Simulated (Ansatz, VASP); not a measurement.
Two plane-wave programs on Nb

```xyz
3
Lattice="4.9168 0.0000 0.0000 -2.4584 4.2581 0.0000 0.0000 0.0000 2.7027" Properties=species:S:1:pos:R:3 pbc="T T T"
Nb    0.0000    0.0000    0.0000
Nb    0.0000    2.8387    1.3513
Nb    2.4584    1.4194    1.3513
```

Alike in both runs: task single point; functional LDA; k mesh 9 × 9 × 13; occupations fermi-dirac, width 0.1 eV; no spin polarisation.

```csv
,VASP,Ansatz
version,VASP 6.6.1,Ansatz 0.2.0
potentials or method,"VASP PAW LDA potentials, release 64 (Nb_sv)","plane waves (420 eV) with PAW, scalar-relativistic"
plane-wave cutoff (eV),520,420
valence electrons in the cell,39,39
```

VASP gave:

| Item | Value |
| --- | --- |
| pressure (GPa) | -12.3 |
| largest component of the traceless stress (GPa) | 1.60 |

Task: Which values does Ansatz return?

Result: Pressure (GPa): -12.2; largest component of the traceless stress (GPa): 1.62.

Ansatz warned: «pseudo_functional_mismatch».
